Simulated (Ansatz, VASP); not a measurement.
# Cross-check of C (C (Fd-3m)) between VASP and Ansatz

One calculation is typed for both programs; each brings its own data sets. How far apart do they land? Of the first pair: The cell is taken from a series of runs on this material, whose earlier steps may have relaxed, scaled, displaced or heated it; both programs get it as it stands.

Program: Ansatz 0.2.0. Level of theory: plane waves, with VASP 6.6.1 beside it; single point at PBE. Results are calculated unless marked as measured.

**1. The starting structure**

Symmetry: Fd-3m, No. 227, cubic system. Conventional cell: a = 3.570 Å, b = 3.570 Å, c = 3.570 Å, α = 90.00°, β = 90.00°, γ = 90.00°. Nearest to C lie 4 C at 1.55 Å. That group holds within 0.01 Å; judged at 0.001 Å it is R-3m (No. 166).

Coordinates:

```
C
1.0
     0.00000    1.78518    1.78518
     1.78518    0.00000    1.78518
     1.78518    1.78518    0.00000
C
2
Direct
  0.49981 0.49981 0.49981
  0.75019 0.75019 0.75019
```

**2. VASP: single point, PBE, pair 1**

With cell and atoms fixed, the geometry can't cause a difference; cores, projectors, grids and the points listed under the comparison can.

Lines of VASP's logs that name or quote its potential files are left out, and so is its time.

INCAR reads:

```
SYSTEM = C
PREC = Accurate
ENCUT = 520
EDIFF = 1E-06
NELM = 120
ISMEAR = 0
SIGMA = 0.01
LREAL = .FALSE.
ALGO = Normal
GGA = PE
NBANDS = 10
LORBIT = 11
LWAVE = .FALSE.
LCHARG = .FALSE.
ISIF = 2
LASPH = .TRUE.
GGA_COMPAT = .FALSE.
EFERMI = MIDGAP
KPAR = 8
```

POSCAR reads:

```
C
1.0
    0.0000000000      1.7851781524      1.7851781524
    1.7851781524      0.0000000000      1.7851781524
    1.7851781524      1.7851781524      0.0000000000
C
2
Direct
    0.4998054012      0.4998054012      0.4998054012
    0.7501945988      0.7501945988      0.7501945988
```

KPOINTS reads:

```
Automatic mesh
0
Gamma
11 11 11
0 0 0
```

PAW data sets: C (PBE family, release 64).

Run with:

```
$ mpirun -np 8 vasp_std
```

Numbers of over 12 decimals in the logs are rounded to 6 here.

Output:

```text
[banner, memory and clock lines left out]
running    8 mpi-ranks, on    1 nodes
 distrk:  each k-point on    1 cores,    8 groups
 distr:  one band on    1 cores,    1 groups

 POSCAR found type information on POSCAR C
 POSCAR found :  1 types and       2 ions
|                                                                             |
|           W    W    AA    RRRRR   N    N  II  N    N   GGGG   !!!           |
|           W    W   A  A   R    R  NN   N  II  NN   N  G    G  !!!           |
|           W    W  A    A  R    R  N N  N  II  N N  N  G       !!!           |
|           W WW W  AAAAAA  RRRRR   N  N N  II  N  N N  G  GGG   !            |
|           WW  WW  A    A  R   R   N   NN  II  N   NN  G    G                |
|           W    W  A    A  R    R  N    N  II  N    N   GGGG   !!!           |
|                                                                             |
|     For optimal performance we recommend to set                             |
|       NCORE = 2 up to number-of-cores-per-socket                            |
|     NCORE specifies how many cores store one orbital (NPAR=cpu/NCORE).      |
|     This setting can greatly improve the performance of VASP for DFT.       |
|     The default, NCORE=1 might be grossly inefficient on modern             |
|     multi-core architectures or massively parallel machines. Do your        |
|     Unfortunately you need to use the default for GW and RPA                |
|     calculations (for HF NCORE is supported but not extensively tested      |
|     yet).                                                                   |
|                                                                             |

 LDA part: xc-table for (Slater+PW92), standard interpolation
 POSCAR, INCAR and KPOINTS ok, starting setup
 FFT: planning ... GRIDC
 FFT: planning ... GRID_SOFT
 FFT: planning ... GRID
 WAVECAR not read
 entering main loop
       N       E                     dE             d eps       ncg     rms          rms(c)
DAV:   1     0.123380544195E+01    0.12338E+01   -0.48395E+03  3048   0.765E+02
DAV:   2    -0.184553663407E+02   -0.19689E+02   -0.19034E+02  4062   0.130E+02
DAV:   3    -0.188177832524E+02   -0.36242E+00   -0.36152E+00  3446   0.139E+01
DAV:   4    -0.188185520797E+02   -0.76883E-03   -0.76879E-03  3176   0.735E-01
DAV:   5    -0.188185529598E+02   -0.88008E-06   -0.88009E-06  3330   0.249E-02    0.554E+00
DAV:   6    -0.183436319478E+02    0.47492E+00   -0.26487E-01  3058   0.385E+00    0.331E+00
DAV:   7    -0.181837803350E+02    0.15985E+00   -0.32018E-01  3230   0.430E+00    0.755E-01
DAV:   8    -0.181855177687E+02   -0.17374E-02   -0.77156E-03  3046   0.706E-01    0.434E-02
DAV:   9    -0.181855537742E+02   -0.36006E-04   -0.66208E-05  3646   0.694E-02    0.238E-02
DAV:  10    -0.181855739269E+02   -0.20153E-04   -0.15719E-05  3050   0.380E-02    0.510E-03
DAV:  11    -0.181855739610E+02   -0.34148E-07   -0.19936E-07  2626   0.445E-03
   1 F= -.18185574E+02 E0= -.18185574E+02  d E =0.000000E+00
```

OUTCAR, selected parts (step 2):

```text
ion  position               nearest neighbor table
   1  0.500  0.500  0.500-   2 1.55   2 1.55   2 1.55   2 1.55
   2  0.750  0.750  0.750-   1 1.55   1 1.55   1 1.55   1 1.55

  LATTYP: Found a face centered cubic cell.
 ALAT       =     3.5703563048

 Subroutine GETGRP returns: Found 12 space group operations
 (whereof  6 operations were pure point group operations)

The static configuration has the point symmetry C_3v.
 The point group associated with its full space group is D_3d.

 Found    146 irreducible k-points:

   k-points           NKPTS =    146   k-points in BZ     NKDIM =    146   number of bands    NBANDS=     10

   dimension x,y,z NGX =    20 NGY =   20 NGZ =   20
   dimension x,y,z NGXF=    40 NGYF=   40 NGZF=   40

   ENCUT  =  520.0 eV  38.22 Ry    6.18 a.u.   4.69  4.69  4.69*2*pi/ulx,y,z

   NELECT =       8.0000    total number of electrons

 k-points in reciprocal lattice and weights: Automatic mesh
   0.00000000  0.00000000  0.00000000       0.001
   0.09090909  0.00000000  0.00000000       0.005
   0.09090909  0.09090909  0.09090909       0.002
   0.18181818  0.00000000  0.00000000       0.005
   0.18181818  0.18181818  0.18181818       0.002
   0.27272727  0.00000000  0.00000000       0.005
   0.27272727  0.27272727  0.27272727       0.002
   0.36363636  0.00000000  0.00000000       0.005
   0.36363636  0.36363636  0.36363636       0.002
[...]
-0.27272727  0.45454545  0.18181818       0.009
   0.45454545  0.27272727 -0.27272727       0.009

 average (electrostatic) potential at core
       1 -45.4261       2 -45.4261

 E-fermi :  11.7681

 k-point     1 :       0.0000    0.0000    0.0000
  band No.  band energies     occupation
      1     -11.7504      2.00000
      2       9.6648      2.00000
      3       9.6648      2.00000
      4       9.7285      2.00000
      5      15.2301      0.00000
      6      15.2864      0.00000
      7      15.2864      0.00000
      8      22.9484      0.00000
      9      28.9410      0.00000
    ...

 k-point     2 :       0.0909    0.0000    0.0000
  band No.  band energies     occupation
      1     -11.5220      2.00000
      2       8.2540      2.00000
      3       9.2897      2.00000
      4       9.3426      2.00000
      5      15.7306      0.00000
      6      15.7809      0.00000
      7      16.0913      0.00000
      8      23.1481      0.00000
      9      29.3155      0.00000
    ...

 k-point     3 :       0.0909    0.0909    0.0909
  band No.  band energies     occupation
      1     -11.5220      2.00000
      2       8.2942      2.00000
      3       9.2926      2.00000
      4       9.2926      2.00000
      5      15.7751      0.00000
      6      15.7751      0.00000
      7      16.0572      0.00000
      8      23.1457      0.00000
      9      29.3185      0.00000
    ...

  Total        0.0793262      0.0793262      0.0793262     -0.0041185     -0.0041185     -0.0041185
  in kB       11.1699836     11.1699836     11.1699836     -0.5799302     -0.5799302     -0.5799302
  external PRESSURE =      11.1699836 kB  Pullay stress =       0.0000000 kB

  energy-cutoff  :      520.00
  volume of cell :       11.38
      direct lattice vectors                 reciprocal lattice vectors
     0.000000000  1.785178152  1.785178152    -0.280084091  0.280084091  0.280084091
     1.785178152  0.000000000  1.785178152     0.280084091 -0.280084091  0.280084091
     1.785178152  1.785178152  0.000000000     0.280084091  0.280084091 -0.280084091

 POSITION                                       TOTAL-FORCE (eV/Angst)
 -----------------------------------------------------------------------------------
      1.78448      1.78448      1.78448         0.051201      0.051201      0.051201
      2.67846      2.67846      2.67846        -0.051201     -0.051201     -0.051201
 -----------------------------------------------------------------------------------
    total drift:                               -0.000000     -0.000000     -0.000000

  FREE ENERGIE OF THE ION-ELECTRON SYSTEM (eV)
  ---------------------------------------------------
  free  energy   TOTEN  =       -18.1855739610 eV

  energy  without entropy=      -18.1855739610  energy(sigma->0) =      -18.18557396

 total charge
# of ion       s       p       d       tot
------------------------------------------
    1        0.829   1.745   0.000   2.573
    2        0.829   1.745   0.000   2.573
--------------------------------------------------
tot          1.658   3.489   0.000   5.147

[... 3 further parts left out ...]
```

The run ends at a pressure of 1.12 GPa, with forces up to 0.089 eV/Å.

**3. Ansatz: single point, PBE, pair 1**

Ansatz runs on its default PAW (the set named soft_2) files.

The same cell, functional and mesh now go to Ansatz.

input.yaml reads:

```yaml
crystal:
  lattice:
    - [0.0, 1.7851781524, 1.7851781524]
    - [1.7851781524, 0.0, 1.7851781524]
    - [1.7851781524, 1.7851781524, 0.0]
  atoms:
    - { symbol: C, position: [0.4998054012, 0.4998054012, 0.4998054012] }
    - { symbol: C, position: [0.7501945988, 0.7501945988, 0.7501945988] }
basis:
  ecutwfc: 300.0
  ecutrho_ratio: 4
  xc_grid: 2
  precision: f64
hamiltonian:
  pseudopotentials: { kind: paw }
scf:
  max_iter: 120
  self_checks: high
  occupations: { method: fixed }
kpoints:
  mp_grid: { grid: [11, 11, 11] }
  band_path: { path: [VBM, CBM], npoints: 1 }
checkpoint:
  write: "../edges.run"
  compress: false
  write_wavefunctions: true
  write_every: 100000
```

Run with:

```
$ ansatz run input.yaml --threads 2 --pin off --max-ram 3768MiB --backend cpu --events-out ev --progress --plain --runs-dir out
```

Output:

```text
Warning: basis.ecutwfc = 300 eV is below the records' recommended 420 eV, and the density's cutoff is lower with it unless basis.ecutrho_ratio is high enough to keep the records' density cutoff: compare with a run at a higher cutoff
Warning: basis.ecutrho_ratio = 4 (ecutrho = 1200 eV) is below the records' recommended 1680 eV
Engine: ansatz 0.2.0, x86_64-unknown-linux-gnu
Pseudopotentials: kind: paw
Pseudopotential: C, paw, valence charge 4, recommended cutoff 420 eV (normal), C.paw.azcp
Functional definition: PBE
  parameter kappa = 0.804
  parameter beta = 0.066725
  exchange = pbe_x(kappa = kappa, mu = beta*pi^2/3)
  correlation = pbe_c(beta = beta)
Crystal: 2 atoms, lattice volume = 11.378 Å³
Basis set: ecut = 300 eV, 137 PW (Γ), exchange–correlation on 30×30×30 points (8 copies of the dense FFT grid, shifted against one another)
Bands: 8, of which v1, the nominal top of the filled ones, is band 4 counted from 1 (3 counted from 0)
Symmetry: 12 space group operations
Space group: R-3m (ITA 166), of the structure as read, at distance tolerance 2.2e-5 Å
k-points: 146 of 1331
Non-local potential: C, projectors of the file, l = 0: 2, l = 1: 2, l = 2: 1
PAW form: soft (Blöchl's): semilocal exchange-correlation on the pseudo side does not see the compensation charge
PAW one-centre angular grid: C, 110 points (default); XC on 64 Gauss nodes
Initial density: superposition of atomic densities (neutral atoms: chi_scale 0, normalization atom), corrected by the library's trained network
Initial wavefunctions: pseudopotential atomic-orbital guess
Functional: x = pbe(κ = 0.804, μ = 0.219515), c = pbe(β = 0.066725)
SCF iter   1: F=—  HF=-501.408674 eV  |F-HF|=—  |Δ(HF+E_count)|=         —  Δρ=1.07e-2  dr2=2.17e-3  ethr=1.77e-3  ⟨swp⟩=3.8  Hψ=6730  notcnv=0  defer=240
preconditioner: auto → none  [insulator: Δε(μ)=4.060 eV  Ē_g=19.650 eV  n_scr=0 (ndim 8)  ℏωp=31.1 eV  f_vac=0.000  ε∞_Penn≈3.5]
SCF iter   2: F=—  HF=-501.410673 eV  |F-HF|=—  |Δ(HF+E_count)|=   2.00e-3  Δρ=5.29e-3  dr2=4.79e-4  ethr=2.71e-5  ⟨swp⟩=2.0  Hψ=2629  notcnv=0  defer=291
SCF iter   3: F=—  HF=-501.411502 eV  |F-HF|=—  |Δ(HF+E_count)|=   8.29e-4  Δρ=3.21e-4  dr2=1.75e-6  ethr=5.99e-6  ⟨swp⟩=3.0  Hψ=2045  notcnv=0  defer=291
iter 4 did not close the SCF: its close was put off for the readings that it lacked (scf_convergence_deferred on its scf_iter line)
SCF iter   4: F=-501.411510 eV  HF=-501.411510 eV  |F-HF|=4.66e-8  |Δ(HF+E_count)|=   8.16e-6  Δρ=3.16e-5  dr2=3.09e-8  ethr=2.18e-8  ⟨swp⟩=2.8  Hψ=1762  notcnv=0
iter 5 did not close the SCF: its close was put off for the readings that it lacked (scf_convergence_deferred on its scf_iter line)
SCF iter   5: F=-501.411510 eV  HF=-501.411510 eV  |F-HF|=1.22e-10  |Δ(HF+E_count)|=   5.10e-8  Δρ=1.38e-6  dr2=1.72e-10  ethr=3.86e-10  ⟨swp⟩=2.2  Hψ=1666  notcnv=0
SCF iter   6: F=-501.411510 eV  HF=-501.411510 eV  |F-HF|=5.68e-14  |Δ(HF+E_count)|=  1.68e-10  Δρ=1.10e-7  dr2=6.71e-13  ethr=2.15e-12  ⟨swp⟩=2.5  Hψ=5338  notcnv=0
SCF 1 converged in 6 iterations: F = -501.411510 eV  dr2 = 6.71e-13
  greatest PAW one-centre occupation: 0.642 electrons in one spin orbital (limit 2), on the C atom at site 1 (counted from 0), in its partial waves of l = 0
NSCF: frozen V_eff on 32 k-points
NSCF: frozen V_eff on 32 k-points
[...]
SCF converged after 6 iterations
Free energy (F): -501.411510 eV
Harris-Foulkes:  -501.411510 eV  (|F-HF|=5.68e-14)
Internal energy: -501.411510 eV  (E = F + TS)
E sigma→0 (E₀):  -501.411510 eV
Fermi energy:    13.341078 eV
--- Per-component energies (eV) ---
  E_band       = 34.463639
  E_kinetic    = 184.961672
  E_local      = -121.789079  (includes V_loc(G=0)·N_el)
  E_nonlocal   = 52.011199
  E_hartree    = 26.684601
  E_xc         = -97.658514
  E_vxc        = -121.256757  (∫ρ·V_xc dr)
  E_paw        = -198.012773  (= ΣΔE_a)
  E_vpaw       = -12.832661  (= ΣTr[D̂ρ^β])
  E_aug_tail   = 0.000064  (compensation charges beyond the density's cutoff)
  E_ewald      = -347.608680
  E_smearing   = -0.000000  (= −TS)
  E_closure    = 0.000000  (closes the sum)
  Σ components = -501.411510   (vs F -501.411510, Δ=0.00e0)
--- Band table (eV; the first three rows and the last of 146) ---
  k-point 0: bands = ["-8.1904", "13.2768", "13.2768", "13.3411", "18.8544", "18.9113", "18.9113", "26.4320"]
  k-point 1: bands = ["-7.9619", "11.8602", "12.9027", "12.9560", "19.3605", "19.4111", "19.7532", "26.6467"]
  k-point 2: bands = ["-7.2808", "9.0062", "12.0913", "12.1392", "20.4157", "20.4710", "20.8450", "27.2345"]
  k-point 145: bands = ["-2.3185", "0.2026", "9.5526", "10.2018", "21.4639", "22.3804", "22.8435", "29.0792"]
```

**4. Comparison**

Known differences besides the potentials themselves: fixed occupations in Ansatz, narrow Gaussian smearing in VASP; the cutoff is 300 eV in Ansatz and 520 eV in VASP; Ansatz's log warns that its cutoff lies below the recommended one. Total energies have different zeros and are not compared.

Compared:

```
              quantity  Ansatz   VASP  difference
gap on the k mesh (eV)   4.062  4.079      -0.017
```

A gap on the mesh is an upper bound, since the band edges may lie between its points.

**5. Ansatz: relaxation, PBE**

This run makes the geometry at which the two programs are then compared. This pair takes another cell of the material, with 64 atoms against 2 for the pair before.

The structure compared here is the end of the Ansatz relaxation.

input.yaml reads:

```yaml
crystal:
  lattice:
    - [7.14071261, 0.0, 0.0]
    - [0.0, 7.14071261, 0.0]
    - [0.0, 0.0, 7.14071261]
  atoms:
    - { symbol: C, position: [0.0, 0.0, 0.25] }
    - { symbol: C, position: [0.0, 0.25, 0.0] }
    - { symbol: C, position: [0.25, 0.0, 0.0] }
    - { symbol: C, position: [0.25, 0.25, 0.25] }
    - { symbol: C, position: [0.125, 0.125, 0.375] }
    - { symbol: C, position: [0.125, 0.375, 0.125] }
    - { symbol: C, position: [0.375, 0.125, 0.125] }
    - { symbol: C, position: [0.375, 0.375, 0.375] }
    - { symbol: C, position: [0.0, 0.0, 0.75] }
    - { symbol: C, position: [0.0, 0.25, 0.5] }
    - { symbol: C, position: [0.25, 0.0, 0.5] }
    - { symbol: C, position: [0.25, 0.25, 0.75] }
    - { symbol: C, position: [0.125, 0.125, 0.875] }
    - { symbol: C, position: [0.125, 0.375, 0.625] }
    - { symbol: C, position: [0.375, 0.125, 0.625] }
    - { symbol: C, position: [0.375, 0.375, 0.875] }
    - { symbol: C, position: [0.0, 0.5, 0.25] }
    - { symbol: C, position: [0.0, 0.75, 0.0] }
    - { symbol: C, position: [0.25, 0.5, 0.0] }
    - { symbol: C, position: [0.25, 0.75, 0.25] }
    - { symbol: C, position: [0.125, 0.625, 0.375] }
    - { symbol: C, position: [0.125, 0.875, 0.125] }
    - { symbol: C, position: [0.375, 0.625, 0.125] }
    - { symbol: C, position: [0.375, 0.875, 0.375] }
    - { symbol: C, position: [0.0, 0.5, 0.75] }
    - { symbol: C, position: [0.0, 0.75, 0.5] }
    - { symbol: C, position: [0.25, 0.5, 0.5] }
    - { symbol: C, position: [0.25, 0.75, 0.75] }
    - { symbol: C, position: [0.125, 0.625, 0.875] }
    - { symbol: C, position: [0.125, 0.875, 0.625] }
    - { symbol: C, position: [0.375, 0.625, 0.625] }
    - { symbol: C, position: [0.375, 0.875, 0.875] }
    - { symbol: C, position: [0.5, 0.0, 0.25] }
    - { symbol: C, position: [0.5, 0.25, 0.0] }
    - { symbol: C, position: [0.75, 0.0, 0.0] }
    - { symbol: C, position: [0.75, 0.25, 0.25] }
    - { symbol: C, position: [0.625, 0.125, 0.375] }
    - { symbol: C, position: [0.625, 0.375, 0.125] }
    - { symbol: C, position: [0.875, 0.125, 0.125] }
    - { symbol: C, position: [0.875, 0.375, 0.375] }
    - { symbol: C, position: [0.5, 0.0, 0.75] }
    - { symbol: C, position: [0.5, 0.25, 0.5] }
    - { symbol: C, position: [0.75, 0.0, 0.5] }
    - { symbol: C, position: [0.75, 0.25, 0.75] }
    - { symbol: C, position: [0.625, 0.125, 0.875] }
    - { symbol: C, position: [0.625, 0.375, 0.625] }
    - { symbol: C, position: [0.875, 0.125, 0.625] }
    - { symbol: C, position: [0.875, 0.375, 0.875] }
    - { symbol: C, position: [0.5, 0.5, 0.25] }
    - { symbol: C, position: [0.5, 0.75, 0.0] }
    - { symbol: C, position: [0.75, 0.5, 0.0] }
    - { symbol: C, position: [0.75, 0.75, 0.25] }
    - { symbol: C, position: [0.625, 0.625, 0.375] }
    - { symbol: C, position: [0.625, 0.875, 0.125] }
    - { symbol: C, position: [0.875, 0.625, 0.125] }
    - { symbol: C, position: [0.875, 0.875, 0.375] }
    - { symbol: C, position: [0.5, 0.5, 0.75] }
    - { symbol: C, position: [0.5, 0.75, 0.5] }
    - { symbol: C, position: [0.75, 0.5, 0.5] }
    - { symbol: C, position: [0.75, 0.75, 0.75] }
    - { symbol: C, position: [0.625, 0.625, 0.875] }
    - { symbol: C, position: [0.625, 0.875, 0.625] }
    - { symbol: C, position: [0.875, 0.625, 0.625] }
    - { symbol: C, position: [0.875, 0.875, 0.875] }
basis:
  ecutwfc: 300.0
  ecutrho_ratio: 4
  xc_grid: 2
  fft_grid_basis: typed
  precision: f64
kpoints:
  mp_grid: { grid: [1, 1, 1], shift: [0.25, 0.25, 0.25] }
hamiltonian:
  pseudopotentials: { kind: paw }
scf:
  max_iter: 120
  self_checks: high
  occupations: { method: fermi_dirac, width: 0.01 }
relax:
  f_tol: 0.02
  max_steps: 80
checkpoint:
  write: "../host.relax.run"
  compress: false
  write_wavefunctions: true
  write_every: 100000
```

Output:

```text
[...]
Crystal: 64 atoms, lattice volume = 364.103 Å³
Basis set: ecut = 300 eV, 4337 PW (Γ), exchange–correlation on 90×90×90 points (8 copies of the dense FFT grid, shifted against one another)
Bands: 192, of which v1, the nominal top of the filled ones, is band 128 counted from 1 (127 counted from 0)
Symmetry: 384 space group operations
k-points: 1
[...]
SCF iter   1: F=—  HF=-16045.317378 eV  |F-HF|=—  |Δ(HF+E_count)|=         —  Δρ=1.12e-2  dr2=8.37e-2  ethr=1.77e-3  ⟨swp⟩=5.0  Hψ=769  notcnv=0  defer=30
[...]
- { symbol: C, position: [0.249903, -9.729939616829587e-5, -9.72993961682959e-5] }
    - { symbol: C, position: [0.249903, 0.249903, 0.249903] }
    - { symbol: C, position: [0.125097, 0.125097, 0.375097] }
    - { symbol: C, position: [0.125097, 0.375097, 0.125097] }
    - { symbol: C, position: [0.375097, 0.125097, 0.125097] }
    - { symbol: C, position: [0.375097, 0.375097, 0.375097] }
[...]
- { symbol: C, position: [0.625097, 0.625097, 0.875097] }
    - { symbol: C, position: [0.625097, 0.875097, 0.625097] }
    - { symbol: C, position: [0.875097, 0.625097, 0.625097] }
    - { symbol: C, position: [0.875097, 0.875097, 0.875097] }
```

[end of part 1 of 2]

[Lines on the potential files, build, host, timing and source positions are cut from VASP's logs without a mark.]

[Logs are printed without paths, hosts, clocks, repeated set-up lines and the standing remarks that a program may print on its own settings, such as how far it seeks lower states.]

[Hosts, paths, dates, database ids (printed as entryN), source tags and the programs' standing remarks are cut or masked in the printed files.]
